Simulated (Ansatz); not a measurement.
# Cobalt, bcc under revPBE: from relaxation to bulk modulus

Aim: take cobalt in the bcc structure, relax it, solve it on a dense k-mesh, then scale the cell to 7 volumes from 88 to 112 % of the relaxed one and try a fit of the equation of state. Spin polarisation is left out, though the real metal is magnetic, so this state lies above the ground state. The k-meshes are 16×16×16 for the relaxation; 26×26×26 for the dense run; 18×18×18 for the volumes.

This is Co in the bcc structure; at room conditions it is hcp.

Method: DFT revPBE, plane waves (420 eV) with PAW, scalar-relativistic; the PAW data stem from PBE, with regenerated cores, in Ansatz 0.2.0.

### 1 The starting structure

Symmetry: Im-3m, No. 229, cubic system. Conventional cell: a = 2.808 Å, b = 2.808 Å, c = 2.808 Å, α = 90.00°, β = 90.00°, γ = 90.00°. Around Co (site symmetry m-3m) lie 8 Co at 2.43 Å.

Structure file:

```cif
data_structure
_symmetry_space_group_name_H-M 'P 1'
_symmetry_Int_Tables_number 1
_cell_length_a 2.4320
_cell_length_b 2.4320
_cell_length_c 2.4320
_cell_angle_alpha 109.471
_cell_angle_beta 109.471
_cell_angle_gamma 109.471
_cell_volume 11.07
loop_
_atom_site_label
_atom_site_type_symbol
_atom_site_fract_x
_atom_site_fract_y
_atom_site_fract_z
_atom_site_occupancy
Co1 Co 0.00000 0.00000 0.00000 1
```

### 2 Relaxation of the cell

input.yaml reads:

```yaml
crystal:
  lattice:
    - [-1.4041371717, 1.4041371717, 1.4041371717]
    - [1.4041371717, -1.4041371717, 1.4041371717]
    - [1.4041371717, 1.4041371717, -1.4041371717]
  atoms:
    - { symbol: Co, position: [0.0, 0.0, 0.0] }
hamiltonian:
  xc: revpbe
  pseudopotentials:
    kind: paw
    azcp:
      Co: "pseudopotentials/Co.paw.azcp"
basis:
  ecutwfc: 420
  fft_grid_basis: typed
kpoints:
  mp_grid: { grid: [16, 16, 16], shift: [0, 0, 0] }
magnetization:
  spin_polarized: false
scf:
  occupations: { method: fermi_dirac, width: 0.1 }
relax:
  max_steps: 60
  f_tol: 0.01
  cell: {}
output:
  write_density: true
  write_potential: true
  elf: true
  volumetric_format: npy
```

The log of the run:

```text
Warning: RAYON_NUM_THREADS=2 ignored (pool sized by the plan → 2); use --threads N
Engine: ansatz 0.2.0, aarch64-unknown-linux-gnu
Pseudopotentials: kind: paw
Pseudopotential: Co, paw, valence charge 17, recommended cutoff 420 eV (normal), <dir>
Functional definition: revPBE
  parameter kappa = 1.245
  parameter beta = 0.06672455060314922
  exchange = pbe_x(kappa = kappa, mu = beta*pi^2/3)
  correlation = pbe_c(beta = beta)
Crystal: 1 atoms, lattice volume = 11.074 Å³
Basis set: ecut = 420 eV, 225 PW (Γ), exchange–correlation on 36×36×36 points (8 copies of the dense FFT grid, shifted against one another)
Bands: 13, of which v1, the nominal top of the filled ones, is band 9 counted from 1 (8 counted from 0)
Symmetry: 48 space group operations
Space group: Im-3m (ITA 229), of the structure as read, at distance tolerance 2.2e-5 Å
k-points: 145 of 4096
Non-local potential: Co, projectors of the file, l = 0: 3, l = 1: 2, l = 2: 3, l = 3: 1
PAW form: soft (Blöchl's): semilocal exchange-correlation on the pseudo side does not see the compensation charge
PAW frozen core: Co, regenerated for the run's functional, and the local potential with it (the file was generated under x = pbe(κ = 0.804, μ = 0.2195149727645171), c = pbe(β = 0.06672455060314922))
PAW one-centre angular grid: Co, 590 points (default); XC on 64 Gauss nodes
Initial density: superposition of atomic densities (neutral atoms: chi_scale 0, normalization atom), corrected by the library's trained network
Initial wavefunctions: pseudopotential atomic-orbital guess
Functional: x = revpbe(κ = 1.245, μ = 0.2195149727645171), c = pbe(β = 0.06672455060314922)
SCF iter   1: F=—  HF=-5129.221831 eV  |F-HF|=—  |Δ(HF+E_count)|=         —  Δρ=6.14e-3  dr2=1.88e-3  ethr=1.77e-3  ⟨swp⟩=5.1  Hψ=9424  notcnv=0
preconditioner: auto → none  [metal: Δε(μ)=0.011 eV  Ē_g=13.170 eV  σ=0.100 eV  W_gap=0.03  n_scr=0 (ndim 8)  ℏωp=33.5 eV  f_vac=0.000  D(μ)=3.73/eV (n_scr^D=86)]
SCF iter   2: F=—  HF=-5129.221734 eV  |F-HF|=—  |Δ(HF+E_count)|=   9.71e-5  Δρ=1.25e-3  dr2=3.93e-5  ethr=1.11e-5  ⟨swp⟩=1.9  Hψ=3984  notcnv=0
SCF iter   3: F=—  HF=-5129.221755 eV  |F-HF|=—  |Δ(HF+E_count)|=   2.03e-5  Δρ=4.71e-4  dr2=4.27e-6  ethr=2.31e-7  ⟨swp⟩=2.4  Hψ=2678  notcnv=0
iter 4 did not close the SCF: its close was put off for the readings that it lacked (scf_convergence_deferred on its scf_iter line)
SCF iter   4: F=-5129.221761 eV  HF=-5129.221761 eV  |F-HF|=6.28e-9  |Δ(HF+E_count)|=   6.27e-6  Δρ=1.32e-5  dr2=3.14e-9  ethr=2.51e-8  ⟨swp⟩=2.2  Hψ=2668  notcnv=0
iter 5 did not close the SCF: its close was put off for the readings that it lacked (scf_convergence_deferred on its scf_iter line)
SCF iter   5: F=-5129.221761 eV  HF=-5129.221761 eV  |F-HF|=3.64e-12  |Δ(HF+E_count)|=   7.80e-9  Δρ=7.35e-7  dr2=9.12e-12  ethr=1.84e-11  ⟨swp⟩=2.0  Hψ=3170  notcnv=0
SCF iter   6: F=-5129.221761 eV  HF=-5129.221761 eV  |F-HF|=0.00e0  |Δ(HF+E_count)|=  5.46e-12  Δρ=6.11e-8  dr2=1.53e-13  ethr=1.00e-12  ⟨swp⟩=4.0  Hψ=7938  notcnv=0
SCF 1 converged in 6 iterations: F = -5129.221761 eV  dr2 = 1.53e-13
relax step   1: F+E_penalty+E_count = -5129.22176089 eV  Δ(F+E_penalty+E_count) = +0.000e0 eV  max|allowed force component| = 0.000e0 eV/Å  Δτ_max = 0.0000 Å  P = -5.798 GPa  Ω = 11.074 Å³  (6 SCF iters, accepted)
Crystal: 1 atoms, lattice volume = 10.902 Å³
Basis set: ecut = 420 eV, 201 PW (Γ), exchange–correlation on 36×36×36 points (8 copies of the dense FFT grid, shifted against one another)
Initial density: handed on by an earlier stage of this run
Initial wavefunctions: those handed on with the density
iter 1 solved again at ethr=5.11e-6 eV; its pass at ethr=3.10e-3 eV (dr2=8.69e-4 eV) is discarded
SCF iter   1: F=—  HF=-5129.226637 eV  |F-HF|=—  |Δ(HF+E_count)|=         —  Δρ=3.59e-3  dr2=8.88e-4  ethr=5.11e-6  ⟨swp⟩=1.7  Hψ=12518  notcnv=0
preconditioner: auto → none  [metal: Δε(μ)=0.011 eV  Ē_g=13.313 eV  σ=0.100 eV  W_gap=0.03  n_scr=0 (ndim 8)  ℏωp=33.7 eV  f_vac=0.000  D(μ)=3.67/eV (n_scr^D=86)]
SCF iter   2: F=—  HF=-5129.226461 eV  |F-HF|=—  |Δ(HF+E_count)|=   1.76e-4  Δρ=4.95e-4  dr2=2.01e-5  ethr=5.11e-6  ⟨swp⟩=1.8  Hψ=2291  notcnv=0
SCF iter   3: F=—  HF=-5129.226455 eV  |F-HF|=—  |Δ(HF+E_count)|=   5.78e-6  Δρ=1.22e-4  dr2=5.98e-7  ethr=1.18e-7  ⟨swp⟩=2.0  Hψ=2531  notcnv=0
iter 4 did not close the SCF: its close was put off for the readings that it lacked (scf_convergence_deferred on its scf_iter line)
SCF iter   4: F=-5129.226455 eV  HF=-5129.226455 eV  |F-HF|=3.34e-8  |Δ(HF+E_count)|=   2.45e-7  Δρ=3.13e-5  dr2=2.03e-8  ethr=3.52e-9  ⟨swp⟩=2.0  Hψ=2593  notcnv=0
iter 5 did not close the SCF: its close was put off for the readings that it lacked (scf_convergence_deferred on its scf_iter line)
SCF iter   5: F=-5129.226455 eV  HF=-5129.226455 eV  |F-HF|=3.78e-10  |Δ(HF+E_count)|=   3.51e-8  Δρ=2.05e-6  dr2=9.04e-11  ethr=1.19e-10  ⟨swp⟩=2.0  Hψ=3157  notcnv=0
SCF iter   6: F=-5129.226455 eV  HF=-5129.226455 eV  |F-HF|=1.00e-11  |Δ(HF+E_count)|=  6.64e-11  Δρ=3.71e-7  dr2=7.45e-12  ethr=1.00e-12  ⟨swp⟩=4.0  Hψ=9017  notcnv=0
SCF 2 converged in 6 iterations: F = -5129.226455 eV  dr2 = 7.45e-12
relax step   2: F+E_penalty+E_count = -5129.22645542 eV  Δ(F+E_penalty+E_count) = -4.695e-3 eV  max|allowed force component| = 0.000e0 eV/Å  Δτ_max = 0.0000 Å  P = -2.657 GPa  Ω = 10.902 Å³  energy of the carried Pulay correction = +1.499e-4 eV  (6 SCF iters, accepted)
Crystal: 1 atoms, lattice volume = 10.762 Å³
iter 1 solved again at ethr=3.08e-6 eV; its pass at ethr=3.10e-3 eV (dr2=5.23e-4 eV) is discarded
SCF iter   1: F=—  HF=-5129.227819 eV  |F-HF|=—  |Δ(HF+E_count)|=         —  Δρ=2.95e-3  dr2=5.92e-4  ethr=3.08e-6  ⟨swp⟩=2.1  Hψ=12527  notcnv=0
preconditioner: auto → none  [metal: Δε(μ)=0.011 eV  Ē_g=13.454 eV  σ=0.100 eV  W_gap=0.03  n_scr=0 (ndim 8)  ℏωp=34.0 eV  f_vac=0.000  D(μ)=3.62/eV (n_scr^D=78)]
SCF iter   2: F=—  HF=-5129.227704 eV  |F-HF|=—  |Δ(HF+E_count)|=   1.15e-4  Δρ=4.00e-4  dr2=1.29e-5  ethr=3.08e-6  ⟨swp⟩=2.1  Hψ=2459  notcnv=0
SCF iter   3: F=—  HF=-5129.227699 eV  |F-HF|=—  |Δ(HF+E_count)|=   4.89e-6  Δρ=1.03e-4  dr2=3.86e-7  ethr=7.58e-8  ⟨swp⟩=2.2  Hψ=2713  notcnv=0
iter 4 did not close the SCF: its close was put off for the readings that it lacked (scf_convergence_deferred on its scf_iter line)
SCF iter   4: F=-5129.227699 eV  HF=-5129.227699 eV  |F-HF|=2.43e-8  |Δ(HF+E_count)|=   2.51e-7  Δρ=2.65e-5  dr2=1.75e-8  ethr=2.27e-9  ⟨swp⟩=2.0  Hψ=2648  notcnv=0
iter 5 did not close the SCF: its close was put off for the readings that it lacked (scf_convergence_deferred on its scf_iter line)
SCF iter   5: F=-5129.227699 eV  HF=-5129.227699 eV  |F-HF|=6.28e-11  |Δ(HF+E_count)|=   2.55e-8  Δρ=1.86e-6  dr2=3.45e-11  ethr=1.03e-10  ⟨swp⟩=2.2  Hψ=3067  notcnv=0
SCF iter   6: F=-5129.227699 eV  HF=-5129.227699 eV  |F-HF|=4.55e-12  |Δ(HF+E_count)|=  1.05e-10  Δρ=2.45e-7  dr2=2.15e-12  ethr=1.00e-12  ⟨swp⟩=4.1  Hψ=8989  notcnv=0
SCF 3 converged in 6 iterations: F = -5129.227699 eV  dr2 = 2.15e-12
relax step   3: F+E_penalty+E_count = -5129.22769934 eV  Δ(F+E_penalty+E_count) = -1.244e-3 eV  max|allowed force component| = 0.000e0 eV/Å  Δτ_max = 0.0000 Å  P = +0.145 GPa  Ω = 10.762 Å³  energy of the carried Pulay correction = +2.749e-4 eV  (6 SCF iters, accepted)
Crystal: 1 atoms, lattice volume = 10.769 Å³
iter 1 solved again at ethr=7.74e-9 eV; its pass at ethr=3.10e-3 eV (dr2=1.31e-6 eV) is discarded
SCF iter   1: F=—  HF=-5129.227695 eV  |F-HF|=—  |Δ(HF+E_count)|=         —  Δρ=1.51e-4  dr2=1.56e-6  ethr=7.74e-9  ⟨swp⟩=2.1  Hψ=12076  notcnv=0
preconditioner: auto → none  [metal: Δε(μ)=0.011 eV  Ē_g=13.455 eV  σ=0.100 eV  W_gap=0.03  n_scr=0 (ndim 8)  ℏωp=33.9 eV  f_vac=0.000  D(μ)=3.62/eV (n_scr^D=78)]
iter 2 did not close the SCF: its close was put off for the readings that it lacked (scf_convergence_deferred on its scf_iter line)
SCF iter   2: F=-5129.227696 eV  HF=-5129.227696 eV  |F-HF|=2.54e-8  |Δ(HF+E_count)|=   1.39e-6  Δρ=2.06e-5  dr2=3.47e-8  ethr=7.74e-9  ⟨swp⟩=2.1  Hψ=2467  notcnv=0
iter 3 did not close the SCF: its close was put off for the readings that it lacked (scf_convergence_deferred on its scf_iter line)
SCF iter   3: F=-5129.227696 eV  HF=-5129.227696 eV  |F-HF|=8.28e-11  |Δ(HF+E_count)|=   7.08e-9  Δρ=5.28e-6  dr2=9.95e-10  ethr=2.04e-10  ⟨swp⟩=2.2  Hψ=2698  notcnv=0
iter 4 did not close the SCF: its close was put off for the readings that it lacked (scf_convergence_deferred on its scf_iter line)
SCF iter   4: F=-5129.227696 eV  HF=-5129.227696 eV  |F-HF|=6.00e-11  |Δ(HF+E_count)|=  7.59e-10  Δρ=1.33e-6  dr2=4.73e-11  ethr=5.85e-12  ⟨swp⟩=2.0  Hψ=2685  notcnv=0
iter 5 did not close the SCF: its close was put off for the readings that it lacked (scf_convergence_deferred on its scf_iter line)
SCF iter   5: F=-5129.227696 eV  HF=-5129.227696 eV  |F-HF|=0.00e0  |Δ(HF+E_count)|=  6.46e-11  Δρ=1.20e-7  dr2=2.36e-13  ethr=1.00e-12  ⟨swp⟩=1.0  Hψ=1885  notcnv=0
SCF iter   6: F=-5129.227696 eV  HF=-5129.227696 eV  |F-HF|=9.09e-13  |Δ(HF+E_count)|=  9.09e-13  Δρ=1.80e-8  dr2=1.40e-14  ethr=1.00e-12  ⟨swp⟩=3.7  Hψ=7231  notcnv=0
SCF 4 converged in 6 iterations: F = -5129.227696 eV  dr2 = 1.40e-14
relax step   4: F+E_penalty+E_count = -5129.22769610 eV  Δ(F+E_penalty+E_count) = +3.248e-6 eV  max|allowed force component| = 0.000e0 eV/Å  Δτ_max = 0.0000 Å  P = -0.003 GPa  Ω = 10.769 Å³  energy of the carried Pulay correction = +2.685e-4 eV  (6 SCF iters, accepted)
Initial wavefunctions: pseudopotential atomic-orbital guess (no wavefunctions were taken with the density)
iter 1 solved again at ethr=6.99e-9 eV; its pass at ethr=3.10e-3 eV (dr2=1.19e-6 eV) is discarded
SCF iter   1: F=—  HF=-5129.227441 eV  |F-HF|=—  |Δ(HF+E_count)|=         —  Δρ=1.86e-4  dr2=4.42e-7  ethr=6.99e-9  ⟨swp⟩=3.1  Hψ=15223  notcnv=0
SCF iter   2: F=—  HF=-5129.227443 eV  |F-HF|=—  |Δ(HF+E_count)|=   1.65e-6  Δρ=8.33e-5  dr2=7.93e-8  ethr=2.60e-9  ⟨swp⟩=1.0  Hψ=1886  notcnv=0
SCF iter   3: F=—  HF=-5129.227443 eV  |F-HF|=—  |Δ(HF+E_count)|=   2.53e-9  Δρ=9.96e-6  dr2=3.91e-9  ethr=4.66e-10  ⟨swp⟩=2.0  Hψ=2034  notcnv=0
SCF iter   4: F=—  HF=-5129.227443 eV  |F-HF|=—  |Δ(HF+E_count)|=  4.79e-10  Δρ=8.88e-7  dr2=4.70e-11  ethr=2.30e-11  ⟨swp⟩=2.2  Hψ=3123  notcnv=0
iter 5 did not close the SCF: its close was put off for the readings that it lacked (scf_convergence_deferred on its scf_iter line)
SCF iter   5: F=-5129.227443 eV  HF=-5129.227443 eV  |F-HF|=1.82e-12  |Δ(HF+E_count)|=  8.19e-12  Δρ=1.34e-7  dr2=7.43e-13  ethr=1.00e-12  ⟨swp⟩=1.0  Hψ=1890  notcnv=0
SCF iter   6: F=-5129.227443 eV  HF=-5129.227443 eV  |F-HF|=0.00e0  |Δ(HF+E_count)|=  1.82e-12  Δρ=4.47e-9  dr2=1.19e-15  ethr=1.00e-12  ⟨swp⟩=3.6  Hψ=7131  notcnv=0
SCF 5 converged in 6 iterations: F = -5129.227443 eV  dr2 = 1.19e-15
relax step   5: F+E_penalty+E_count = -5129.22744272 eV  Δ(F+E_penalty+E_count) = +2.534e-4 eV  max|allowed force component| = 0.000e0 eV/Å  Δτ_max = 0.0000 Å  P = -0.003 GPa  Ω = 10.769 Å³  stress off target by 3.09e-3 GPa  SCF on the basis re-selected at this cell (its energy is not comparable with the rows above)  (6 SCF iters)
basis re-selected at this cell: Δ(F+E_penalty+E_count) = +2.534e-4 eV, ΔP = +0.000 GPa vs the last step (what re-selecting the basis moved, of the pressure what is left beyond the Pulay correction that the steps carried, after the strain that the cell walked since its last selection, with what the two solves' SCF thresholds leave and, on support functions, any second-order correction that the steps lacked; it is no measure of the basis error at this ecutwfc). This SCF's stress stands 3.09e-3 GPa from its target on what of the cell is left free (relax.cell.stress_tol is 5.00e-2 GPa) and its largest allowed force component is 0.00e0 eV/Å (relax.f_tol is 1.00e-2 eV/Å): within both
SCF converged after 6 iterations
Free energy (F): -5129.227443 eV
Harris-Foulkes:  -5129.227443 eV  (|F-HF|=0.00e0)
Internal energy: -5129.112663 eV  (E = F + TS)
E sigma→0 (E₀):  -5129.170053 eV
Entropy (-TS):   -0.114780 eV (-114.780 meV/atom)
Fermi energy:    18.793140 eV
--- Per-component energies (eV) ---
  E_band       = -239.023880
  E_kinetic    = 454.132303
  E_local      = -2822.134987  (includes V_loc(G=0)·N_el)
  E_nonlocal   = 453.857818
  E_hartree    = 1184.332771
  E_xc         = -159.120571
  E_vxc        = -205.127055  (∫ρ·V_xc dr)
  E_paw        = -1518.501236  (= ΣΔE_a)
  E_vpaw       = -488.417569  (= ΣTr[D̂ρ^β])
  E_aug_tail   = 0.000068  (compensation charges beyond the density's cutoff)
  E_ewald      = -2721.645877
  E_core_change = -0.032954  (= ΣΔE_core)
  E_smearing   = -0.114780  (= −TS)
  E_closure    = -0.000000  (closes the sum)
  Σ components = -5129.227443   (vs F -5129.227443, Δ=0.00e0)
--- Forces (eV/Å), atoms counted from 1 ---
  atom   1  Co    -0.00000000    -0.00000000    -0.00000000
  max |Σ_I F_I| component: 2.34e-31 eV/Å
--- Stress (GPa, compression-positive) ---
       -0.003094      -0.000000       0.000000
        0.000000      -0.003094       0.000000
        0.000000      -0.000000      -0.003094
  P = ⅓ Tr σ = -0.0031 GPa (-0.031 kbar)
--- Band table (eV; the first three rows and the last of 145) ---
  k-point 0: bands = ["-76.2079", "-39.2308", "-39.2308", "-39.2308", "9.8843", "17.0041", "17.0041", "17.0041", "18.5193", "18.5193", "44.3753", "44.3753", "44.3753"]
  k-point 1: bands = ["-76.2055", "-39.2444", "-39.2354", "-39.2308", "10.0503", "16.9591", "16.9992", "17.0901", "18.4730", "18.5229", "43.3013", "44.1390", "44.2560"]
  k-point 2: bands = ["-76.1986", "-39.2827", "-39.2482", "-39.2307", "10.5378", "16.8323", "16.9701", "17.3403", "18.3682", "18.5348", "40.8752", "43.2762", "43.9685"]
  k-point 144: bands = ["-76.0980", "-39.4841", "-39.4841", "-39.4841", "14.5797", "14.5797", "19.4068", "19.4068", "19.4068", "28.8244", "28.8244", "28.8244", "34.8914"]
--- Relaxed structure (4 steps of the walk, 4 accepted, 1 SCFs on fresh bases) ---
  F+E_penalty+E_count = -5129.22744272 eV   max|allowed force component| = 0.000e0 eV/Å   (the final SCF, on the basis selected at the relaxed cell)
  cell:  # Å, volume = 10.7687 Å³
    - [-1.3911307481851014, 1.3911307481851014, 1.3911307481851014]
    - [1.3911307481851014, -1.3911307481851014, 1.3911307481851014]
    - [1.3911307481851014, 1.3911307481851014, -1.3911307481851014]
  atoms:
    - { symbol: Co, position: [0.0, 0.0, 0.0] }
```

Wall time 3.2 s (2 threads of Arm Neoverse V2, shared host); peak memory 0.3 GiB.

Step by step:

| step | energy change (meV/atom) | largest force (eV/Å) | pressure (GPa) | volume (Å³/atom) |
| --- | --- | --- | --- | --- |
| 1 | 0.00 | 0.0000 | -5.80 | 11.074 |
| 2 | -4.69 | 0.0000 | -2.66 | 10.902 |
| 3 | -5.94 | 0.0000 | 0.14 | 10.762 |
| 4 | -5.94 | 0.0000 | 0.00 | 10.769 |
| 5 | -5.68 | 0.0000 | 0.00 | 10.769 |

Steps that repeat a cell are solved on a basis chosen anew, so their changes of energy are no gain of the relaxation.

Changes in the cell that was computed:

|  | before | after | change |
| --- | --- | --- | --- |
| a (Å) | 2.432 | 2.410 | -0.9 % |
| b (Å) | 2.432 | 2.410 | -0.9 % |
| c (Å) | 2.432 | 2.410 | -0.9 % |
| volume (Å³/atom) | 11.074 | 10.769 | -2.8 % |
| shortest distance (Å) | 2.432 | 2.410 | -0.9 % |
| space group (spins left aside) | Im-3m | Im-3m | same |

### 3 Dense single point

input.yaml reads:

```yaml
crystal:
  lattice:
    - [-1.3911307482, 1.3911307482, 1.3911307482]
    - [1.3911307482, -1.3911307482, 1.3911307482]
    - [1.3911307482, 1.3911307482, -1.3911307482]
  atoms:
    - { symbol: Co, position: [0.0, 0.0, 0.0] }
hamiltonian:
  xc: revpbe
  pseudopotentials:
    kind: paw
    azcp:
      Co: "pseudopotentials/Co.paw.azcp"
basis:
  ecutwfc: 420
  fft_grid_basis: typed
kpoints:
  mp_grid: { grid: [26, 26, 26], shift: [0, 0, 0] }
magnetization:
  spin_polarized: false
scf:
  occupations: { method: fermi_dirac, width: 0.1 }
```

The log of the run (excerpt; [...] marks lines left out):

```text
Warning: RAYON_NUM_THREADS=2 ignored (pool sized by the plan → 2); use --threads N
[...]
[... 3 set-up lines as earlier in the session ...]
[...]
Crystal: 1 atoms, lattice volume = 10.769 Å³
Basis set: ecut = 420 eV, 201 PW (Γ)
Bands: 13, of which v1, the nominal top of the filled ones, is band 9 counted from 1 (8 counted from 0)
[... 2 set-up lines as earlier in the session ...]
k-points: 511 of 17576
[...]
SCF iter   1: F=—  HF=-5129.227636 eV  |F-HF|=—  |Δ(HF+E_count)|=         —  Δρ=6.55e-3  dr2=1.97e-3  ethr=1.77e-3  ⟨swp⟩=5.0  Hψ=33145  notcnv=0
[...]
SCF iter   6: F=-5129.227443 eV  HF=-5129.227443 eV  |F-HF|=1.82e-12  |Δ(HF+E_count)|=  1.73e-11  Δρ=7.96e-8  dr2=1.85e-13  ethr=1.00e-12  ⟨swp⟩=1.2  Hψ=15774  notcnv=0
[...]
SCF converged after 6 iterations
Free energy (F): -5129.227443 eV
[...]
E sigma→0 (E₀):  -5129.170313 eV
Entropy (-TS):   -0.114260 eV (-114.260 meV/atom)
Fermi energy:    18.795423 eV
[...]
```

Run time: 1.6 s. Hardware: 2 threads of Arm Neoverse V2, shared host; peak memory 0.33 GiB.

### 4 The cell scaled to 88 % of its volume

input.yaml reads:

```yaml
crystal:
  lattice:
    - [-1.3330982981, 1.3330982981, 1.3330982981]
    - [1.3330982981, -1.3330982981, 1.3330982981]
    - [1.3330982981, 1.3330982981, -1.3330982981]
  atoms:
    - { symbol: Co, position: [0.0, 0.0, 0.0] }
hamiltonian:
  xc: revpbe
  pseudopotentials:
    kind: paw
    azcp:
      Co: "pseudopotentials/Co.paw.azcp"
basis:
  ecutwfc: 420
  fft_grid_basis: typed
kpoints:
  mp_grid: { grid: [18, 18, 18], shift: [0, 0, 0] }
magnetization:
  spin_polarized: false
scf:
  occupations: { method: fermi_dirac, width: 0.1 }
  lower_state_search: "off"
output:
  stress: true
```

The log of the run (excerpt; [...] marks lines left out):

```text
Warning: RAYON_NUM_THREADS=2 ignored (pool sized by the plan → 2); use --threads N
[...]
[... 3 set-up lines as earlier in the session ...]
[...]
Crystal: 1 atoms, lattice volume = 9.476 Å³
Basis set: ecut = 420 eV, 177 PW (Γ)
Bands: 13, of which v1, the nominal top of the filled ones, is band 9 counted from 1 (8 counted from 0)
[... 1 set-up line as earlier in the session ...]
Space group: Im-3m (ITA 229), of the structure as read, at distance tolerance 2.1e-5 Å
k-points: 195 of 5832
[...]
SCF iter   1: F=—  HF=-5129.090430 eV  |F-HF|=—  |Δ(HF+E_count)|=         —  Δρ=6.09e-3  dr2=9.54e-4  ethr=1.77e-3  ⟨swp⟩=5.0  Hψ=12700  notcnv=0
[...]
SCF iter   6: F=-5129.089508 eV  HF=-5129.089508 eV  |F-HF|=9.09e-13  |Δ(HF+E_count)|=  2.09e-10  Δρ=3.70e-7  dr2=4.53e-12  ethr=1.00e-12  ⟨swp⟩=1.2  Hψ=7467  notcnv=0
[...]
SCF converged after 6 iterations
Free energy (F): -5129.089508 eV
[...]
E sigma→0 (E₀):  -5129.039533 eV
Entropy (-TS):   -0.099950 eV (-99.950 meV/atom)
Fermi energy:    21.956636 eV
[...]
--- Stress (GPa, compression-positive) ---
       38.485649       0.000000       0.000000
       -0.000000      38.485649      -0.000000
        0.000000       0.000000      38.485649
  P = ⅓ Tr σ = 38.4856 GPa (384.856 kbar)
```

Run time: 0.8 s. Hardware: 2 threads of Arm Neoverse V2, shared host; peak memory 0.28 GiB.

### 5 The cell scaled to 92 % of its volume

Changes to input.yaml since step 4:

```diff
@@ -2,5 +2,5 @@
   lattice:
-    - [-1.3330982981, 1.3330982981, 1.3330982981]
-    - [1.3330982981, -1.3330982981, 1.3330982981]
-    - [1.3330982981, 1.3330982981, -1.3330982981]
+    - [-1.3529982215, 1.3529982215, 1.3529982215]
+    - [1.3529982215, -1.3529982215, 1.3529982215]
+    - [1.3529982215, 1.3529982215, -1.3529982215]
   atoms:
```

The log of the run (excerpt; [...] marks lines left out):

```text
Warning: RAYON_NUM_THREADS=2 ignored (pool sized by the plan → 2); use --threads N
[...]
[... 3 set-up lines as earlier in the session ...]
[...]
Crystal: 1 atoms, lattice volume = 9.907 Å³
Basis set: ecut = 420 eV, 201 PW (Γ)
Bands: 13, of which v1, the nominal top of the filled ones, is band 9 counted from 1 (8 counted from 0)
[... 2 set-up lines as earlier in the session ...]
k-points: 195 of 5832
[...]
SCF iter   1: F=—  HF=-5129.171404 eV  |F-HF|=—  |Δ(HF+E_count)|=         —  Δρ=6.70e-3  dr2=1.55e-3  ethr=1.77e-3  ⟨swp⟩=5.1  Hψ=12724  notcnv=0
[...]
SCF iter   6: F=-5129.170782 eV  HF=-5129.170782 eV  |F-HF|=9.09e-13  |Δ(HF+E_count)|=  1.78e-10  Δρ=1.02e-7  dr2=2.69e-13  ethr=1.00e-12  ⟨swp⟩=1.4  Hψ=7504  notcnv=0
[...]
SCF converged after 6 iterations
Free energy (F): -5129.170782 eV
[...]
E sigma→0 (E₀):  -5129.118198 eV
Entropy (-TS):   -0.105168 eV (-105.168 meV/atom)
Fermi energy:    20.812451 eV
[...]
--- Stress (GPa, compression-positive) ---
       22.604507      -0.000000       0.000000
        0.000000      22.604507      -0.000000
       -0.000000       0.000000      22.604507
  P = ⅓ Tr σ = 22.6045 GPa (226.045 kbar)
```

It took 0.8 s on 2 threads of Arm Neoverse V2, shared host; peak memory 0.28 GiB.

[end of part 1 of 2]
